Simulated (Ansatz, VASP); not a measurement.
# Cross-check of Ga47O72 (V_Ga1) between VASP and Ansatz

Aim: how closely do two programs agree when they are given the same cell, functional and k mesh? The cell is taken from a series of runs on this material, whose earlier steps may have relaxed, scaled, displaced or heated it; both programs get it as it stands.

Main program and level: Ansatz 0.2.0; plane waves, with VASP 6.6.1 beside it; single point at HSE06.

### Step 1. Set-up

The cell holds 119 atoms: 47 Ga and 72 O. Cell: a = 12.253 Å, b = 9.117 Å, c = 11.616 Å, α = 90.0°, β = 103.8°, γ = 90.0°. It derives from Ga2O3 (Ga2O3 (C2/m)). Nearest the centre at fractional (0.591, 0.500, 0.397): O97 at 1.87 Å, O73 at 1.87 Å, O93 at 1.93 Å, O79 at 2.02 Å, Ga39 at 3.02 Å, Ga8 at 3.02 Å, Ga18 at 3.18 Å, O98 at 3.29 Å.

### Step 2. Ansatz: single point, HSE06

Ansatz runs on its PAW soft_1 files.

With cell and atoms fixed, the geometry can't cause a difference; cores, projectors, grids and the points listed under the comparison can.

File input.yaml:

```yaml
crystal:
  checkpoint: "../q0_M3.hrelax.run"
  host: checkpoint
basis:
  ecutwfc: 420
  xc_grid: 2
hamiltonian:
  xc: hse06
  pseudopotentials: { kind: paw, azcp: { folder: soft_1 } }
kpoints:
  mp_grid: { grid: [1, 1, 1] }
magnetization:
  spin_polarized: true
  initial_magnetization: 3
  spin_locking: { lock_magnetization: hard }
scf:
  occupations: { method: fermi_dirac, width: 0.01 }
  max_iter: 100
output:
  forces: true
  charged_corrections:
    epsilon: [4.07, 4.18, 4.18]
    static_epsilon: [[11.02, 0.0, -0.83], [0.0, 10.83, 0.0], [-0.83, 0.0, 13.62]]
    defect_position: [0.590524, 0.5, 0.397404]
  eigenvalues: true
  eigenstates: { localisation: true }
  efg: {}
checkpoint:
  read: "../q0_M3.hrelax.run"
  write: "../q0_M3.hyb.run"
  compress: false
  write_wavefunctions: false
  write_every: 100000
```

Command:

```bash
$ ansatz run input.yaml --threads 32 --pin off --max-ram 84787MiB --backend cuda --events-out ev --progress --plain --runs-dir out --max-vram 78GiB
```

Numbers of over 12 decimals in the logs are rounded to 6 here.

What it wrote:

```text
Warning: checkpoint.read: spin seed differs: saved <digest>, current <digest>; the loaded state replaces the seed-built initial guess (but the starting_ns of a DFT+U solve that opens without the state's occupation matrices), so the run may converge into the producing seed's basin, or, where the symmetry group that follows from this deck's starting moments and starting_ns does not hold the saved magnetisatio
Warning: checkpoint.read: where the exact-exchange loop starts from the saved orbitals it accepts no state on its first cycle, because this run fills its levels by another recipe than the state's run did (scf.occupations, or the total moment that magnetization.spin_locking.lock_magnetization: hard holds), or the state does not say by which it was filled: a small first step does not show that the loop stands at its ow
crystal.checkpoint: the structure is that of <dir>, a `relax` run, at its step 5: its result, under hse06 at a charge of 0 e; 119 atoms read, 0 with a starting moment; crystal.structure_sha256 for this input is
exact exchange: scf.exx.singularity resolves to wigner_seitz, which cuts the screened interaction at the faces of the exchange supercell's Wigner-Seitz cell, so that each pair interacts once, at the shortest of its separations (the periodic images that this leaves out come, for a point-like exchange hole, to about 0.006 eV on a filled level). The cut falls within the interaction's reach, and what an exchange supercel
Engine: ansatz 0.2.0, aarch64-unknown-linux-gnu
Pseudopotentials: kind: paw
Pseudopotential: Ga, paw, valence charge 13, recommended cutoff 420 eV (normal), soft_1/Ga.paw.azcp
Pseudopotential: O, paw, valence charge 6, recommended cutoff 420 eV (normal), soft_1/O.paw.azcp
Functional definition: HSE06
  parameter a = 0.25
  parameter omega = 0.11/bohr
  exchange = pbe_x - a*pbe_x_sr(omega) + a*exact_x_sr(omega)
  correlation = pbe_c
[...]
Crystal: 119 atoms, lattice volume = 1260.180 Å³
Basis set: ecut = 420 eV, 24677 PW (Γ), exchange–correlation on 180×128×160 points (8 copies of the dense FFT grid, shifted against one another)
Bands: 642, of which v1, the nominal top of the filled ones, is band 522 counted from 1 (521 counted from 0)
Symmetry: 1 space group operations
Space group: P1 (ITA 1), of the structure as read, at distance tolerance 1.1e-4 Å
Magnetic group: BNS 1.1 (UNI 1), of the structure as read, at distance tolerance 1.1e-4 Å
k-points: 1
Non-local potential: Ga, projectors of the file, l = 0: 2, l = 1: 2, l = 2: 3, l = 3: 1
Non-local potential: O, projectors of the file, l = 0: 2, l = 1: 2, l = 2: 1
PAW form: soft (Blöchl's): semilocal exchange-correlation on the pseudo side does not see the compensation charge
PAW frozen core: Ga, regenerated for the run's functional, and the local potential with it (the file was generated under x = pbe(κ = 0.804, μ = 0.219515), c = pbe(β = 0.066725))
PAW frozen core: O, regenerated for the run's functional, and the local potential with it (the file was generated under x = pbe(κ = 0.804, μ = 0.219515), c = pbe(β = 0.066725))
PAW one-centre angular grid: Ga, 590 points (default); XC on 64 Gauss nodes
PAW one-centre angular grid: O, 110 points (default); XC on 96 Gauss nodes
Initial density: read from a saved state, or passed on in memory by an earlier SCF of this step, an earlier step, the calling program or the single point that the run made first
Stability of the state it starts from, as read at its close in the collinear treatment: not read, because the functional holds exact exchange (a hybrid, or Hartree-Fock), whose exchange loop this test does not read (fock_operator); its run was given moments
Starting moments: Σ|m| = 3 μB on 119 of 119 sites; this step starts from the density that it was given
Initial wavefunctions: those read from a saved state, or passed on in memory by an earlier step or the calling program
[...]
Functional: x = pbe(κ = 0.804, μ = 0.219515) + 0.25 (exact − pbe) at short range (hse, ω = 0.207870 Å⁻¹), c = pbe(β = 0.066725); HSE06 as pw.x's `hse` composes it (authors' and Libxc's form: `xc: wpbeh`)
[...]
SCF 1 converged in 7 iterations: F = -218702.786094 eV  dr2 = 8.55e-8
[...]
hybrid outer 1: dexx = +7.739e-7 eV, tail = 2.29e-7 eV
[...]
SCF iter   4: F=—  HF=-218702.786094 eV  |Δ(HF+E_count)|=   4.53e-8  Δρ=1.45e-6 (↑1.01e-6 ↓1.45e-6)  dr2=4.96e-8  dr2_m=4.39e-9  M=3.000 μB ∫|m|=3.348 μB sched 1.41e-12)  Hψ=2863
SCF iter   5: F=—  HF=-218702.786094 eV  |Δ(HF+E_count)|=   4.57e-9  Δρ=7.04e-7 (↑4.81e-7 ↓7.04e-7)  dr2=1.46e-8  dr2_m=1.04e-9  M=3.000 μB ∫|m|=3.348 μB sched 1.41e-12)  Hψ=2727
iter 6 solved again at ethr=1.00e-12 eV; its pass at ethr=1.32e-12 eV (dr2=4.12e-10 eV) is discarded
SCF iter   6: F=—  HF=-218702.786094 eV  |Δ(HF+E_count)|=   1.34e-9  Δρ=3.07e-7 (↑1.51e-7 ↓3.07e-7)  dr2=6.31e-10  dr2_m=4.77e-10  M=3.000 μB ∫|m|=3.348 μB sched 1.00e-12)  Hψ=4835
SCF iter   7: F=—  HF=-218702.786094 eV  |Δ(HF+E_count)|=   1.66e-9  Δρ=1.93e-7 (↑1.09e-7 ↓1.93e-7)  dr2=5.59e-10  dr2_m=1.44e-10  M=3.000 μB ∫|m|=3.348 μB sched 1.00e-12)  Hψ=2367
SCF iter   8: F=-218702.786094 eV  HF=-218702.786094 eV  |Δ(HF+E_count)|=  5.82e-10  Δρ=1.16e-7 (↑7.99e-8 ↓1.16e-7)  dr2=3.74e-10  dr2_m=2.92e-11  M=3.000 μB ∫|m|=3.348 μB sched 1.00e-12)  Hψ=2370
SCF 2 converged in 8 iterations: F = -218702.786094 eV  dr2 = 3.74e-10
  Residual-converged pass: ⟨swp⟩=3.0  Hψ=2449  notcnv=0  max |occ|·‖R‖ = 2.6e-7 eV (tolerance 2.7e-7 eV)  dr2=4.18e-10  dr2_m=3.06e-11  dr2_onsite=3.50e-11  max |Δocc| = 0.0e0
hybrid outer 2: dexx = +5.740e-7 eV, tail = 3.09e-9 eV, Δε = 1.17e-4 eV (about 1.77e-5 eV left of the loop's levels), ΔF = 5.79e-4 eV/Å (tail 1.45e-4)
this state was not tested for a lower state beside it, because the functional holds exact exchange (a hybrid, or Hartree-Fock), whose exchange loop this test does not read (fock_operator); the stability check (scf.self_checks: high) cannot read this state: a pseudopotential is PAW: the check reads norm-conserving sets alone
hybrid SCF converged: 2 outer / 15 inner (+0 warm-up), last move |dexx| = 5.74e-7 eV, tail = 3.09e-9 eV
Magnetization: 3.0000 μB (523.0000 up, 520.0000 down)
Absolute magnetization: 3.3484 μB (∫|ρ↑−ρ↓|, with the PAW one-centre terms)
Spin contamination: 0.0137 ħ² per cell (⟨S²⟩ above its minimum at these occupations)
Per-site moments (μB) at R_I (Å): [(-8.989379068010257e-5, 0.800945), (-3.0146110500114167e-6, 0.798793), (-3.825829165896961e-6, 0.792417), (-3.232548186621286e-5, 0.801685), (-0.000124532, 0.754354), (3.3147118833361728e-6, 0.755754), (-4.203136673896022e-6, 0.754310), (1.4320800018006045e-5, 0.752156), (0.000100205,
Free energy (F): -218702.786094 eV
Frozen-core exchange: fock
Harris-Foulkes:  -218702.786094 eV  (|F-HF|=2.91e-10)
Internal energy: -218702.786094 eV  (E = F + TS)
E sigma→0 (E₀):  -218702.786094 eV
Fermi energy:    8.051807 (↑ 8.922518, ↓ 8.051707) eV
--- Per-component energies (eV) ---
  E_band       = -3812.531444
  E_kinetic    = 17492.232914
  E_local      = -85042.564435  (includes V_loc(G=0)·N_el)
  E_nonlocal   = -340.358253
  E_hartree    = 49564.271136
  E_xc         = -6472.229905
  E_vxc        = -7279.100642  (∫ρ·V_xc dr)
  E_exx        = -3691.153593  (= α·E_x^exact, valence–valence)
  E_paw        = -103833.795590  (= ΣΔE_a)
  E_vpaw       = -20389.021010  (= ΣTr[D̂ρ^β])
  E_aug_tail   = 0.043630  (compensation charges beyond the density's cutoff)
  E_ewald      = -86382.588267
  E_core_change = 3.356279  (= ΣΔE_core)
  E_smearing   = -0.000000  (= −TS)
  E_closure    = -0.000011  (closes the sum)
  Σ components = -218702.786094   (vs F -218702.786094, Δ=-2.91e-11)
--- Forces (eV/Å), atoms counted from 1 ---
  atom   1  Ga    -0.00003424    -0.00011264     0.00122642
  atom   2  Ga    -0.00143373     0.00058769    -0.00408461
  atom   3  Ga    -0.00058704     0.00028852    -0.00320110
  atom   4  Ga     0.00118897     0.00019386     0.00139209
  atom   5  Ga    -0.00137918    -0.00002017     0.00054917
  atom   6  Ga    -0.00101625     0.00008766     0.00197372
  [... 113 more lines of this table ...]
  max |Σ_I F_I| component: 2.85e-5 eV/Å
--- PAW observables at the nuclei: V_zz in 10²¹ V/m², potentials from the cell's mean, atoms counted from 1 ---
  atom   1  Ga V_zz =    +3.101868   η = 0.0867   by run symmetry: allowed
            electrostatic potential = -4133.956064 V   contact ρ = 191265.055276 e/Å³   contact ρ_s (e/Å³): all electrons -0.023861, valence -0.023382
  atom   2  Ga V_zz =    +2.295553   η = 0.3462   by run symmetry: allowed
            electrostatic potential = -4134.218141 V   contact ρ = 191264.776162 e/Å³   contact ρ_s (e/Å³): all electrons -0.010098, valence -0.009942
  atom   3  Ga V_zz =    +3.452748   η = 0.3081   by run symmetry: allowed
            electrostatic potential = -4134.028934 V   contact ρ = 191265.205404 e/Å³   contact ρ_s (e/Å³): all electrons -0.009996, valence -0.009835
  [... 232 more lines of this table ...]
--- Band table (eV) ---
  k-point 0 ↑: bands = ["-13.8961", "-13.6648", "-13.5330", "-13.4540", "-13.4054", "-13.3198", "-13.1916", "-13.1618", "-13.1131", "-13.0836", "-12.9911", "-12.9440", "-12.9137", "-12.9029", "-12.882
  k-point 0 ↓: bands = ["-13.8090", "-13.5460", "-13.4619", "-13.3150", "-13.2770", "-13.1358", "-13.1087", "-13.0536", "-12.9477", "-12.9459", "-12.9341", "-12.8818", "-12.8651", "-12.8366", "-12.823
```

### Step 3. VASP: single point, HSE06

The same cell, functional, mesh and smearing now go to VASP, with its own data sets.

Lines of VASP's logs that name or quote its potential files are left out, and so is its time.

The run reads the wave functions of an earlier VASP run, which isn't shown here.

File INCAR:

```
SYSTEM = Ga47O72
PREC = Accurate
ENCUT = 520
EDIFF = 1E-06
NELM = 100
ISMEAR = -1
SIGMA = 0.01
LREAL = Auto
ALGO = Normal
LHFCALC = .TRUE.
AEXX = 0.25
GGA = PE
HFSCREEN = 0.208
LASPH = .TRUE.
NBANDS = 604
ISPIN = 2
MAGMOM = -0 -0 -0 -0 -0 0 -0 0 -0 0 -0 -0 0 -0 0 -0 -0 -0 0 -0 -0 0 -0 -0 -0 -0 -0 -0 -0 -0 0 -0 -0 -0 -0 -0 0 -0 0 -0 0 -0 -0 0 -0 -0 -0 0 -0 -0 0 0 0 0 0 0 0 0.01 0 0 -0 -0 0 0 0 0 0 0 0.01 0 0 0 0.74 0.06 0 0 0 0 0.01 0 0 0.01 0 0 0 0.03 -0 0 0.02 0 0 0 0.79 0 0 0 0.74 0.06 0 0 0 0 0 0 0 0.01 0 0 0 0.03 0 0 0.02 0 0 0 0.01 0 0
PRECFOCK = Fast
LORBIT = 11
LWAVE = .FALSE.
LCHARG = .FALSE.
ISIF = 2
NUPDOWN = 3
```

File POSCAR:

```
Ga47O72
1.0
   12.2531908311      0.0000000000     -0.0052300931
    0.0000000000      9.1168828725      0.0000000000
   -2.7669245884      0.0000000000     11.2819048424
Ga O
47 72
Direct
    0.3436900000      0.9998800000      0.3423300000
    0.8429400000      0.1663000000      0.3417700000
[... 2 atom lines left out ...]
    0.4099100000      0.1663500000      0.1041800000
[... 2 atom lines left out ...]
    0.5941100000      0.1684500000      0.3977400000
[... 8 atom lines left out ...]
    0.3343100000      0.3338000000      0.3410000000
    0.8338600000      0.4998600000      0.3461100000
[... 1 atom line left out ...]
    0.6615100000      0.3391200000      0.1626400000
    0.4122500000      0.4998700000      0.1090900000
[... 5 atom lines left out ...]
    0.6589200000      0.3296400000      0.6612900000
    0.4082100000      0.4998700000      0.6002900000
    0.9118700000      0.3324800000      0.6030900000
[... 2 atom lines left out ...]
    0.3343100000      0.6659600000      0.3410200000
    0.8429400000      0.8334400000      0.3417700000
[... 1 atom line left out ...]
    0.6615200000      0.6606100000      0.1626400000
    0.4099100000      0.8334000000      0.1041800000
[... 2 atom lines left out ...]
    0.5941000000      0.8312700000      0.3977300000
[... 3 atom lines left out ...]
    0.6589200000      0.6700900000      0.6613000000
    0.4098100000      0.8333300000      0.6024100000
    0.9118700000      0.6672500000      0.6030900000
[... 3 atom lines left out ...]
    0.5066000000      0.9998700000      0.3737500000
[... 2 atom lines left out ...]
    0.3248500000      0.1663400000      0.2177900000
[... 2 atom lines left out ...]
    0.6751000000      0.1653000000      0.2837600000
[... 2 atom lines left out ...]
    0.3371000000      0.1667000000      0.4453400000
[... 10 atom lines left out ...]
    0.6620600000      0.1672500000      0.5555300000
[... 3 atom lines left out ...]
    0.4995900000      0.3328900000      0.3706100000
    0.4961800000      0.3319200000      0.1423900000
[... 1 atom line left out ...]
    0.3228700000      0.4998600000      0.2185300000
    0.8298900000      0.3252200000      0.2174300000
[... 1 atom line left out ...]
    0.6799200000      0.4998600000      0.2725000000
[... 1 atom line left out ...]
    0.6611300000      0.4998700000      0.0499800000
    0.3326400000      0.4998800000      0.4446400000
    0.8398900000      0.3302400000      0.4470300000
[... 2 atom lines left out ...]
    0.4965500000      0.3344800000      0.6200000000
[... 2 atom lines left out ...]
    0.8263200000      0.3345600000      0.7168000000
[... 1 atom line left out ...]
    0.6734000000      0.4998700000      0.7821100000
[... 1 atom line left out ...]
    0.6739800000      0.4998700000      0.5606800000
[... 3 atom lines left out ...]
    0.4995800000      0.6668400000      0.3705100000
    0.4961800000      0.6678300000      0.1424200000
[... 1 atom line left out ...]
    0.3248400000      0.8334100000      0.2177800000
    0.8298800000      0.6745200000      0.2174300000
[... 1 atom line left out ...]
    0.6751000000      0.8344400000      0.2837600000
[... 2 atom lines left out ...]
    0.3371000000      0.8330500000      0.4453400000
    0.8398900000      0.6694900000      0.4470300000
[... 2 atom lines left out ...]
    0.4965500000      0.6652500000      0.6199900000
[... 2 atom lines left out ...]
    0.8263200000      0.6651800000      0.7168000000
[... 3 atom lines left out ...]
    0.6620400000      0.8324700000      0.5555300000
[... 1 atom line left out ...]
    0.8379900000      0.6672000000      0.9447200000
```

File KPOINTS:

```
Automatic mesh
0
Gamma
1 1 1
0 0 0
```

PAW data sets: Ga_d and O (PBE family, release 64).

Command:

```bash
$ export OMP_NUM_THREADS=4
$ mpirun -np 1 vasp_gam
```

What it wrote:

```text
[banner, memory and clock lines left out]
running    1 mpi-ranks, on    1 nodes
[...]
Offloading initialized ...    1 GPUs detected
[...]
LDA part: xc-table for (Slater+PW92), standard interpolation
 found WAVECAR, reading the header
 POSCAR, INCAR and KPOINTS ok, starting setup
[...]
reading WAVECAR
 the WAVECAR file was read successfully
 initial charge from wavefunction
 entering main loop
       N       E                     dE             d eps       ncg     rms          rms(c)
DAV:   1    -0.886958940749E+03   -0.88696E+03   -0.30845E+01  3288   0.282E+01    0.457E+00
DAV:   2    -0.887640814178E+03   -0.68187E+00   -0.80334E+00  2984   0.803E+00    0.298E+00
DAV:   4    -0.887606606136E+03    0.33394E-01   -0.16970E-01  2952   0.164E+00    0.137E+00
DAV:   5    -0.887589305628E+03    0.17301E-01   -0.81647E-02  3160   0.834E-01    0.772E-01
[...]
DAV:  17    -0.887582050691E+03    0.75459E-07   -0.20503E-05  2888   0.211E-02    0.142E-02
DAV:  18    -0.887582050606E+03    0.84299E-07   -0.11710E-05  2624   0.145E-02    0.109E-02
DAV:  19    -0.887582050458E+03    0.14853E-06   -0.63802E-06  2480   0.118E-02
   1 F= -.88758205E+03 E0= -.88758205E+03  d E =-.429302E-12  mag=     3.0000
```

Parts of OUTCAR (step 3):

```text
 magnetization (x)
# of ion       s       p       d       tot
------------------------------------------
    1       -0.000  -0.000   0.000  -0.000
    2       -0.000  -0.000   0.000  -0.000
    3       -0.000  -0.000   0.000  -0.000
    4       -0.000  -0.000   0.000  -0.000
    5       -0.000  -0.001   0.000  -0.001
    6       -0.000   0.000   0.000   0.000
[...]
117       -0.000   0.006   0.000   0.006
  118       -0.000   0.001   0.000   0.001
  119        0.000   0.000   0.000   0.000
--------------------------------------------------
tot          0.009   2.414   0.017   2.441
```

The run ends at a pressure of 1.52 GPa, with forces up to 0.048 eV/Å.

### Step 4. Side by side

Known differences besides the potentials themselves: exact exchange at q = 0 is treated differently, which shows on coarse meshes; VASP keeps PBE cores, Ansatz makes them for the functional; the cutoff is 420 eV in Ansatz and 520 eV in VASP (PREC = Accurate, projectors in real space); VASP takes a coarser grid for exact exchange (PRECFOCK = Fast); site moments are counted in spheres of each program's own size. Total energies have different zeros and are not compared.

The two programs side by side:

```
                             quantity  Ansatz  VASP  difference
total moment, fixed by the input (μB)    3.00  3.00        0.00
                   moment on O93 (μB)    0.79  0.75       +0.05
                   moment on O73 (μB)    0.74  0.72       +0.02
                   moment on O97 (μB)    0.74  0.72       +0.02
                   moment on O98 (μB)    0.06  0.06        0.00
                   moment on O74 (μB)    0.06  0.06        0.00
```

At this near-relaxed geometry the largest component of a force difference is 43 meV/Å.

### Step 5. Summary of results

- r.m.s. force difference (single point, HSE06): 14 meV/Å

In words: The r.m.s. force difference is 14 meV/Å (single point, HSE06), beyond the 12 meV/Å picked in this series as the mark of a large difference. What causes the difference of the single point, HSE06 pair stays open here. Such differences can come from data sets, numerical settings and the points named under the comparisons, not from the functional's error against experiment.

[Lines on the potential files, build, host, timing and source positions are cut from VASP's logs without a mark.]

[Logs are printed without paths, hosts, clocks, repeated set-up lines and the standing remarks that a program may print on its own settings, such as how far it seeks lower states.]

[Hosts, paths, dates, database ids (printed as entryN), source tags and the programs' standing remarks are cut or masked in the printed files.]
